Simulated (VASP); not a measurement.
# LiCl, equation of state: which settings are enough?

LiCl, Fm-3m (no. 225), 2 atoms in the cell. PBE; PAW potentials Cl, Li_sv (PBE set). VASP 6.6.1.

Wanted: equilibrium volume within 0.2 %; bulk modulus within 1 %.

What the run is for: equation of state; Accuracy asked: standard.

The series start from Plane-wave cutoff (eV): 650; k-point mesh: 8 × 8 × 8; Volumes: 5 from 0.92 to 1.08; Precision mode (PREC): Accurate; Electronic threshold (eV): 1e-6; Aspherical gradient terms in the spheres (LASPH): yes; Start of each volume: each volume from scratch. Each series keeps the choices made before it, and each single choice may use up half of a tolerance. Times cover all steps of a run.

## Plane-wave cutoff (eV)

| Plane-wave cutoff (eV) | Equilibrium volume (Å³/atom) | Bulk modulus (GPa) | Time (s) |
|---|---|---|---|
| 400 | 17.17 | 30.8 | 27 |
| 500 | 17.07 | 31.76 | 40 |
| 580 | 17.07 | 31.76 | 44 |
| 650 | 17.06 | 31.77 | 49 |
| 750 | 17.06 | 31.8 | 66 |
| 880 | 17.05 | 31.77 | 85 |
| 1050 (reference) | 17.05 | 31.77 | 101 |

Chosen: 580, the loosest value from which every tighter one stays within half of the tolerance.

## k-point mesh

| k-point mesh | Equilibrium volume (Å³/atom) | Bulk modulus (GPa) | Time (s) |
|---|---|---|---|
| 3 × 3 × 3 | 17.43 | 31.71 | 14 |
| 4 × 4 × 4 | 17.12 | 31.64 | 18 |
| 5 × 5 × 5 | 17.08 | 31.81 | 21 |
| 6 × 6 × 6 | 17.07 | 31.84 | 28 |
| 8 × 8 × 8 | 17.07 | 31.76 | 44 |
| 9 × 9 × 9 | 17.07 | 31.8 | 55 |
| 12 × 12 × 12 (reference) | 17.07 | 31.77 | 97 |

Chosen: 5 × 5 × 5.

## Volumes

| Volumes | Equilibrium volume (Å³/atom) | Bulk modulus (GPa) | Time (s) |
|---|---|---|---|
| 5 from 0.88 to 1.12 | 17.08 | 31.82 | 21 |
| 5 from 0.92 to 1.08 | 17.08 | 31.81 | 21 |
| 7 from 0.91 to 1.09 (reference) | 17.08 | 31.83 | 30 |

Chosen: 5 from 0.88 to 1.12.

## Precision mode (PREC)

| Precision mode (PREC) | Equilibrium volume (Å³/atom) | Bulk modulus (GPa) | Time (s) |
|---|---|---|---|
| SingleN | 17.07 | 31.82 | 12 |
| Normal | 17.08 | 31.84 | 13 |
| Accurate (reference) | 17.08 | 31.82 | 21 |

Chosen: SingleN.

## Electronic threshold (eV)

| Electronic threshold (eV) | Equilibrium volume (Å³/atom) | Bulk modulus (GPa) | Time (s) |
|---|---|---|---|
| 0.001 | 17.07 | 31.82 | 8.7 |
| 0.0001 | 17.07 | 31.82 | 9.0 |
| 1e-5 | 17.07 | 31.82 | 10 |
| 1e-6 | 17.07 | 31.82 | 12 |
| 1e-7 (reference) | 17.07 | 31.82 | 12 |

Chosen: 0.001.

## Aspherical gradient terms in the spheres (LASPH)

| Aspherical gradient terms in the spheres (LASPH) | Equilibrium volume (Å³/atom) | Bulk modulus (GPa) | Time (s) |
|---|---|---|---|
| yes | 17.07 | 31.82 | 8.7 |
| no | 17.07 | 31.82 | 7.2 |

Chosen: yes; no other choice that stays within half of the tolerance saves 30 % of the time.

## Start of each volume

| Start of each volume | Equilibrium volume (Å³/atom) | Bulk modulus (GPa) | Time (s) |
|---|---|---|---|
| each volume from scratch | 17.07 | 31.82 | 8.7 |
| orbitals of the volume before (WAVECAR) | 17.07 | 31.83 | 6.2 |

Chosen: each volume from scratch.

## All choices together

| Input | Equilibrium volume (Å³/atom) | Bulk modulus (GPa) | Time (s) |
|---|---|---|---|
| the program's defaults (naive) | 17.07 | 31.8 | 7.5 |
| chosen settings | 17.07 | 31.82 | 8.7 |
| reference settings throughout | 17.05 | 31.77 | 357 |

The tolerance is met.

## The input

INCAR:
```
GGA = PE ; ISMEAR = 0
SIGMA = 0.03 ; LWAVE = False
LCHARG = False ; ISIF = 2
NSW = 0 ; PREC = SingleN
LASPH = True ; LREAL = False
ALGO = Normal ; EDIFF = 0.001
NELM = 120 ; GGA_COMPAT = False
ENCUT = 580 ; EFERMI = MIDGAP
```

KPOINTS:
```
Automatic mesh
0
Gamma
  5 5 5
  0 0 0
```

POSCAR.step1:
```
LiCl
1.0
    0.0000000000      2.4577779814      2.4577779814
    2.4577779814      0.0000000000      2.4577779814
    2.4577779814      2.4577779814      0.0000000000
Cl Li
1 1
Direct
    0.5000000000      0.5000000000      0.5000000000
    0.0000000000      0.0000000000      0.0000000000
```

POSCAR.step2:
```
LiCl
1.0
    0.0000000000      2.5124130641      2.5124130641
    2.5124130641      0.0000000000      2.5124130641
    2.5124130641      2.5124130641      0.0000000000
Cl Li
1 1
Direct
    0.5000000000      0.5000000000      0.5000000000
    0.0000000000      0.0000000000      0.0000000000
```

POSCAR.step3:
```
LiCl
1.0
    0.0000000000      2.5647700000      2.5647700000
    2.5647700000      0.0000000000      2.5647700000
    2.5647700000      2.5647700000      0.0000000000
Cl Li
1 1
Direct
    0.5000000000      0.5000000000      0.5000000000
    0.0000000000      0.0000000000      0.0000000000
```

POSCAR.step4:
```
LiCl
1.0
    0.0000000000      2.6150723786      2.6150723786
    2.6150723786      0.0000000000      2.6150723786
    2.6150723786      2.6150723786      0.0000000000
Cl Li
1 1
Direct
    0.5000000000      0.5000000000      0.5000000000
    0.0000000000      0.0000000000      0.0000000000
```

POSCAR.step5:
```
LiCl
1.0
    0.0000000000      2.6635106195      2.6635106195
    2.6635106195      0.0000000000      2.6635106195
    2.6635106195      2.6635106195      0.0000000000
Cl Li
1 1
Direct
    0.5000000000      0.5000000000      0.5000000000
    0.0000000000      0.0000000000      0.0000000000
```

Commands (each step's output is kept before the next begins):
```
cat potpaw_PBE.64/Cl/POTCAR potpaw_PBE.64/Li_sv/POTCAR > POTCAR
cp POSCAR.step1 POSCAR
mpirun -np 1 vasp_std > vasp.out
cp POSCAR.step2 POSCAR
mpirun -np 1 vasp_std > vasp.out
cp POSCAR.step3 POSCAR
mpirun -np 1 vasp_std > vasp.out
cp POSCAR.step4 POSCAR
mpirun -np 1 vasp_std > vasp.out
cp POSCAR.step5 POSCAR
mpirun -np 1 vasp_std > vasp.out
```

The naive input happens to agree within the tolerance here, in 7.5 s.

The chosen input took VASP 6.6.1 8.7 s on 1 core (AMD EPYC 7R43 (Zen 3)), a shared host.

## An input that fails: cutoff far too low

It runs to its end, but against the unchanged starting input it is off by 4.7 % in the equilibrium volume, 2.8 % in the bulk modulus.

Changes against the starting input:
```
(all steps)
- PREC = Accurate
- NELM = 120
- ENCUT = 650
+ PREC = Low
+ NELM = 85
+ ENCUT = 300
```
